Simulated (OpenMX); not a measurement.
# KI (Fm-3m) in OpenMX: a series of runs, part 2 of 2

OpenMX 3.8.5. The steps go on from the part before.

## (3) Single point, PBE, 44.09 Å³/atom

KI.dat

```
System.CurrrentDirectory             ./
System.Name                          KI
DATA.PATH                            ./DFT_DATA13
level.of.stdout                      1
level.of.fileout                     0
Species.Number                       2
<Definition.of.Atomic.Species
  I   I7.0-s3p3d2f1          I_PBE13
  K   K10.0-s3p2d2           K_PBE13
Definition.of.Atomic.Species>

Atoms.Number                         2
Atoms.SpeciesAndCoordinates.Unit     FRAC
<Atoms.SpeciesAndCoordinates
    1  I     0.5000000000    0.5000000000    0.5000000000   3.500  3.500
    2  K     0.0000000000    0.0000000000    0.0000000000   4.500  4.500
Atoms.SpeciesAndCoordinates>

Atoms.UnitVectors.Unit               Ang
<Atoms.UnitVectors
     0.0000000000    3.5327750000    3.5327750000
     3.5327750000    0.0000000000    3.5327750000
     3.5327750000    3.5327750000    0.0000000000
Atoms.UnitVectors>

scf.XcType                           GGA-PBE
scf.SpinPolarization                 off
scf.ElectronicTemperature            580.226
scf.energycutoff                     300.0
scf.maxIter                          100
scf.EigenvalueSolver                 band
scf.Kgrid                            7 7 7
scf.Mixing.Type                      rmm-diisk
scf.Init.Mixing.Weight               0.05
scf.Min.Mixing.Weight                0.001
scf.Max.Mixing.Weight                0.3
scf.Mixing.History                   25
scf.Mixing.StartPulay                8
scf.criterion                        1.0e-8
MD.Type                              nomd
```

Potentials or basis: OpenMX 2013 PBE set, I7.0-s3p3d2f1, K10.0-s3p2d2, fixed grid of 42 × 42 × 42 points.

The run is started by

```console
$ openmx KI.dat -nt 1 > KI.std
```

Wall time 2 min (1 thread of AMD EPYC 7R43 (Zen 3), shared host); peak memory 1 GiB.

The run converged. Its results:

| Quantity | Value |
| --- | --- |
| Free energy | -1147.7506 eV |
| Band gap on the k mesh | 4.13 eV, direct |
| Mulliken charges | I -0.03; K +0.03 e |

Caveat: Mulliken charges move with the basis; spin-orbit coupling is left out, which moves the levels of the heavy elements; an odd mesh through Γ misses points on the zone boundary, where band edges often lie; the basis of atomic orbitals isn't converged, which shifts pressures, moduli and gaps.

## (4) Single point, PBE, 43.21 Å³/atom (volume scaled by 0.98)

Changes to KI.dat since step 3:

```diff
@@ -20,5 +20,5 @@
 <Atoms.UnitVectors
-     0.0000000000    3.5327750000    3.5327750000
-     3.5327750000    0.0000000000    3.5327750000
-     3.5327750000    3.5327750000    0.0000000000
+     0.0000000000    3.5090643863    3.5090643863
+     3.5090643863    0.0000000000    3.5090643863
+     3.5090643863    3.5090643863    0.0000000000
 Atoms.UnitVectors>
@@ -28,3 +28,2 @@
 scf.ElectronicTemperature            580.226
-scf.energycutoff                     300.0
 scf.maxIter                          100
@@ -40 +39,3 @@
 MD.Type                              nomd
+scf.Ngrid                            42 42 42
+scf.energycutoff                     300.0
```

The run is started by

```console
$ openmx KI.dat -nt 1 > KI.std
```

It took 2.1 min on 1 thread of AMD EPYC 7R43 (Zen 3), shared host; peak memory 1.1 GiB.

Results (log left out):

```
Free energy            : -1147.7413 eV
Band gap on the k mesh : 4.17 eV, direct
Mulliken charges       : I -0.03; K +0.03 e
```

Caveat: Mulliken charges move with the basis; spin-orbit coupling is left out, which moves the levels of the heavy elements; an odd mesh through Γ misses points on the zone boundary, where band edges often lie; the basis of atomic orbitals isn't converged, which shifts pressures, moduli and gaps.

## (5) Single point, PBE, 44.97 Å³/atom (volume scaled by 1.02)

Changes to KI.dat since step 4:

```diff
@@ -20,5 +20,5 @@
 <Atoms.UnitVectors
-     0.0000000000    3.5090643863    3.5090643863
-     3.5090643863    0.0000000000    3.5090643863
-     3.5090643863    3.5090643863    0.0000000000
+     0.0000000000    3.5561715428    3.5561715428
+     3.5561715428    0.0000000000    3.5561715428
+     3.5561715428    3.5561715428    0.0000000000
 Atoms.UnitVectors>
```

The run is started by

```console
$ openmx KI.dat -nt 1 > KI.std
```

It took 2 min on 1 thread of AMD EPYC 7R43 (Zen 3), shared host; peak memory 1 GiB.

It converged, with:

| Item | Value |
| --- | --- |
| Free energy | -1147.7568 eV |
| Band gap on the k mesh | 4.08 eV, direct |
| Mulliken charges | I -0.03; K +0.03 e |

Caveat: Mulliken charges move with the basis; spin-orbit coupling is left out, which moves the levels of the heavy elements; an odd mesh through Γ misses points on the zone boundary, where band edges often lie; the basis of atomic orbitals isn't converged, which shifts pressures, moduli and gaps.

## (6) Single point, PBE, 42.33 Å³/atom (volume scaled by 0.96)

Changes to KI.dat since step 5:

```diff
@@ -20,5 +20,5 @@
 <Atoms.UnitVectors
-     0.0000000000    3.5561715428    3.5561715428
-     3.5561715428    0.0000000000    3.5561715428
-     3.5561715428    3.5561715428    0.0000000000
+     0.0000000000    3.4850289444    3.4850289444
+     3.4850289444    0.0000000000    3.4850289444
+     3.4850289444    3.4850289444    0.0000000000
 Atoms.UnitVectors>
```

Potentials or basis: OpenMX 2013 PBE set, I7.0-s3p3d2f1, K10.0-s3p2d2, fixed grid of 42 × 42 × 42 points.

The run is started by

```console
$ openmx KI.dat -nt 1 > KI.std
```

Run time: 1.9 min. Hardware: 1 thread of AMD EPYC 7R43 (Zen 3), shared host; peak memory 1.1 GiB.

It converged, with:

- Free energy: -1147.7289 eV
- Band gap on the k mesh: 4.22 eV, direct
- Mulliken charges: I -0.03; K +0.03 e

Caveat: Mulliken charges move with the basis; spin-orbit coupling is left out, which moves the levels of the heavy elements; an odd mesh through Γ misses points on the zone boundary, where band edges often lie; the basis of atomic orbitals isn't converged, which shifts pressures, moduli and gaps.

## (7) Single point, PBE, 45.85 Å³/atom (volume scaled by 1.04)

Changes to KI.dat since step 6:

```diff
@@ -20,5 +20,5 @@
 <Atoms.UnitVectors
-     0.0000000000    3.4850289444    3.4850289444
-     3.4850289444    0.0000000000    3.4850289444
-     3.4850289444    3.4850289444    0.0000000000
+     0.0000000000    3.5792642128    3.5792642128
+     3.5792642128    0.0000000000    3.5792642128
+     3.5792642128    3.5792642128    0.0000000000
 Atoms.UnitVectors>
```

The run is started by

```console
$ openmx KI.dat -nt 1 > KI.std
```

Run time: 1.9 min. Hardware: 1 thread of AMD EPYC 7R43 (Zen 3), shared host; peak memory 1 GiB.

Results (log left out):

- Free energy: -1147.7600 eV
- Band gap on the k mesh: 4.04 eV, direct
- Mulliken charges: I -0.04; K +0.04 e

Caveat: Mulliken charges move with the basis; spin-orbit coupling is left out, which moves the levels of the heavy elements; an odd mesh through Γ misses points on the zone boundary, where band edges often lie; the basis of atomic orbitals isn't converged, which shifts pressures, moduli and gaps.

## (8) Single point, PBE, 41.45 Å³/atom (volume scaled by 0.94)

Changes to KI.dat since step 7:

```diff
@@ -20,5 +20,5 @@
 <Atoms.UnitVectors
-     0.0000000000    3.5792642128    3.5792642128
-     3.5792642128    0.0000000000    3.5792642128
-     3.5792642128    3.5792642128    0.0000000000
+     0.0000000000    3.4606573152    3.4606573152
+     3.4606573152    0.0000000000    3.4606573152
+     3.4606573152    3.4606573152    0.0000000000
 Atoms.UnitVectors>
```

The run is started by

```console
$ openmx KI.dat -nt 1 > KI.std
```

It took 2.2 min on 1 thread of AMD EPYC 7R43 (Zen 3), shared host; peak memory 1.1 GiB.

The run converged. Its results:

| Item | Value |
| --- | --- |
| Free energy | -1147.7127 eV |
| Band gap on the k mesh | 4.27 eV, direct |
| Mulliken charges | I -0.03; K +0.03 e |

Caveat: Mulliken charges move with the basis; spin-orbit coupling is left out, which moves the levels of the heavy elements; an odd mesh through Γ misses points on the zone boundary, where band edges often lie; the basis of atomic orbitals isn't converged, which shifts pressures, moduli and gaps.

## (9) Single point, PBE, 46.74 Å³/atom (volume scaled by 1.06)

Changes to KI.dat since step 8:

```diff
@@ -20,5 +20,5 @@
 <Atoms.UnitVectors
-     0.0000000000    3.4606573152    3.4606573152
-     3.4606573152    0.0000000000    3.4606573152
-     3.4606573152    3.4606573152    0.0000000000
+     0.0000000000    3.6020626887    3.6020626887
+     3.6020626887    0.0000000000    3.6020626887
+     3.6020626887    3.6020626887    0.0000000000
 Atoms.UnitVectors>
```

Potentials or basis: OpenMX 2013 PBE set, I7.0-s3p3d2f1, K10.0-s3p2d2, fixed grid of 42 × 42 × 42 points.

The run is started by

```console
$ openmx KI.dat -nt 1 > KI.std
```

It took 2 min on 1 thread of AMD EPYC 7R43 (Zen 3), shared host; peak memory 1 GiB.

It converged, with:

| Property | Result |
| --- | --- |
| Free energy | -1147.7607 eV |
| Band gap on the k mesh | 4.00 eV, direct |
| Mulliken charges | I -0.04; K +0.04 e |

Caveat: Mulliken charges move with the basis; spin-orbit coupling is left out, which moves the levels of the heavy elements; an odd mesh through Γ misses points on the zone boundary, where band edges often lie; the basis of atomic orbitals isn't converged, which shifts pressures, moduli and gaps.

## (10) Equation of state, PBE

No new run: the results of the series are fitted here.

The run converged. Its results:

* Equilibrium volume: 46.54 Å³/atom
* Bulk modulus: 11.7 GPa
* Pressure derivative of the bulk modulus: 3.4 (rough: it moves with the points fitted)

Energy against volume, from the lowest point:
```csv
volume (Å³/atom),energy (meV/atom)
41.445,24.03
42.327,15.90
43.209,9.68
44.091,5.06
44.973,1.97
45.854,0.36
46.736,0.00
```

Caveat: volumes in these bases differ from converged ones by about 1 %, for some elements by several; the basis of atomic orbitals isn't converged, which shifts pressures, moduli and gaps. Spin-orbit coupling is left out, which matters for the levels of I.

## (11) Comparison with measurements

Step 2. Against the measured gap of KI, 6.32 eV (a printed reference work, monograph), the calculated 4.13 eV is off by -2.19 eV. Spin-orbit coupling on I is left out. The value is that of PBE in an atomic basis (OpenMX 2013 PBE set, I7.0-s3p3d2f1, K10.0-s3p2d2, grid cutoff 300 Ry), whose error adds to the functional's,, without temperature or zero-point motion. Semilocal functionals fall short of measured gaps as a rule.
